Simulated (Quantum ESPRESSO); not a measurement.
Set up this calculation in Quantum ESPRESSO 7.5, as the native input.

```yaml
Task: work function
Functional: PBE
Potentials_or_basis: PseudoDojo 0.4.1 SR PBE standard
Cutoff: 1007 eV
Density_cutoff: 4027 eV
k_mesh: 10 × 10 × 1
Occupations: fermi-dirac, width 0.05 eV
Spin: no spin polarisation
Boundary_across_the_vacuum: none
Mixing_mode: local-TF
Mixing_beta: 0.3
Most_SCF_iterations: 150
SCF_threshold: 6e-09 Ry
```

Slab: WS2, a slab with vacuum.

```
S W
1.0
     3.18352    0.00000    0.00000
    -1.59176    2.75701    0.00000
     0.00000    0.00000   35.06950
S W
4 2
Direct
  0.66667 0.33333 0.21386
  0.66667 0.33333 0.30280
  0.66667 0.33333 0.69720
  0.66667 0.33333 0.78614
  0.33333 0.66667 0.25833
  0.33333 0.66667 0.74167
```

These files were run (other wordings do the same):

pw.in

```
&CONTROL
  calculation = 'scf'
  prefix = 'pwscf'
  outdir = './tmp'
  pseudo_dir = './pseudo'
  tprnfor = .true.
  disk_io = 'low'
/
&SYSTEM
  ibrav = 0
  celldm(1) = 8
  nat = 6
  ntyp = 2
  ecutwfc = 74
  nbnd = 36
  occupations = 'smearing'
  smearing = 'fd'
  degauss = 0.00367493
/
&ELECTRONS
  conv_thr = 6d-09
  electron_maxstep = 150
  mixing_beta = 0.3
  mixing_mode = 'local-TF'
/
ATOMIC_SPECIES
S     32.0600 S.upf
W    183.8400 W.upf
CELL_PARAMETERS alat
  0.7519967530608   0.0000000000000   0.0000000000000
 -0.3759983765440   0.6512482917219   0.0000000000000
  0.0000000000000   0.0000000000000   8.2839691479500
ATOMIC_POSITIONS crystal
S      0.6666666700    0.3333333400    0.2138610381
W      0.3333333300    0.6666666600    0.2583287877
S      0.6666666700    0.3333333400    0.3027965373
S      0.6666666700    0.3333333400    0.6972034627
W      0.3333333300    0.6666666600    0.7416712123
S      0.6666666700    0.3333333400    0.7861389619
K_POINTS automatic
10 10 1 0 0 0
```

pp_density.in

```
&INPUTPP
  prefix = 'pwscf'
  outdir = './tmp'
  filplot = 'density.dat'
  plot_num = 0
/
&PLOT
  nfile = 1
  filepp(1) = 'density.dat'
  iflag = 3
  output_format = 6
  fileout = 'density.cube'
/
```

pp_potential.in

```
&INPUTPP
  prefix = 'pwscf'
  outdir = './tmp'
  filplot = 'potential.dat'
  plot_num = 11
/
&PLOT
  nfile = 1
  filepp(1) = 'potential.dat'
  iflag = 3
  output_format = 6
  fileout = 'potential.cube'
/
```

pp_elf.in

```
&INPUTPP
  prefix = 'pwscf'
  outdir = './tmp'
  filplot = 'elf.dat'
  plot_num = 8
/
&PLOT
  nfile = 1
  filepp(1) = 'elf.dat'
  iflag = 3
  output_format = 6
  fileout = 'elf.cube'
/
```

Potentials or basis: PseudoDojo 0.4.1 SR PBE standard.

The run is started by

```sh
$ OMP_NUM_THREADS=1 mpirun -n 2 pw.x -nk 2 -in pw.in > pw.out
$ OMP_NUM_THREADS=1 mpirun -n 1 pp.x -in pp_density.in > pp_density.out
$ OMP_NUM_THREADS=1 mpirun -n 1 pp.x -in pp_potential.in > pp_potential.out
$ OMP_NUM_THREADS=1 mpirun -n 1 pp.x -in pp_elf.in > pp_elf.out
```

It gave:

The largest force is 0.263 eV/Å and the band gap on the k mesh is 1.99 eV, indirect (least direct gap 2.15 eV). The ionisation potential of the upper face is 5.72 eV and the electron affinity of the upper face is 3.73 eV.

Caveat: ionisation potential and electron affinity come from Kohn-Sham levels, which understate the gap; spin-orbit coupling is left out, which moves the levels of the heavy elements.

Run time: 3.1 min on 2 MPI ranks on Arm Neoverse V2, with other jobs on the host, peak memory 0.84 GiB a rank.
